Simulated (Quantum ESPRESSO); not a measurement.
**RbBr under changes of volume**

One of the cells (40.248 Å³/atom); the others are scaled copies at fixed shape and fractional positions:

```xyz
2
Lattice="0.0000 3.4270 3.4270 3.4270 0.0000 3.4270 3.4270 3.4270 0.0000" Properties=species:S:1:pos:R:3 pbc="T T T"
Rb    0.0000    0.0000    0.0000
Br    3.4270    3.4270    3.4270
```

* Program: Quantum ESPRESSO 7.5
* Functional: PBE
* Potentials or basis: SSSP 1.3 efficiency PBE
* Cutoff: 816 eV
* Density cutoff: 5987 eV
* k mesh: 7 × 7 × 7
* Occupations: fermi-dirac, width 0.05 eV
* Spin: no spin polarisation

| volume (Å³/atom) | energy over the lowest point (meV/atom) | pressure (GPa) | gap on the mesh (eV) |
| --- | --- | --- | --- |
| 37.833 | 32.01 | 2.2 | 4.53 |
| 38.638 | 22.12 | 1.8 | 4.47 |
| 39.443 | 14.33 | 1.4 | 4.41 |
| 40.248 | 8.40 | 1.0 | 4.36 |
| 41.053 | ? | ? | ? |
| 41.858 | 1.41 | 0.4 | 4.26 |
| 42.663 | 0.00 | 0.2 | 4.22 |

**Question.** What does the run at 41.053 Å³/atom give?

**Answer.** Energy over the lowest point 4.16 meV/atom; pressure 0.7 GPa; gap on the mesh 4.31 eV.

Worked out: A Birch-Murnaghan fit of order 3 (a polynomial in V^(-2/3)) to the other rows has its minimum at 43.21 Å³/atom, just outside them, with B0 = V·E''(V) = 11.9 GPa and B' = 4.9. It gives 4.16 meV/atom at 41.053 Å³/atom, against the run's 4.16, and -dE/dV = 0.7 GPa, against 0.7. A straight line through the other rows of the gap, of slope -2.58 eV per unit of ln V (its deformation potential), gives 4.31 eV, against the run's 4.31.

Energies are extrapolated to zero smearing.

Caveats: an odd mesh through Γ misses points on the zone boundary, where band edges often lie (some runs). Spin-orbit coupling on Br, Rb is left out.
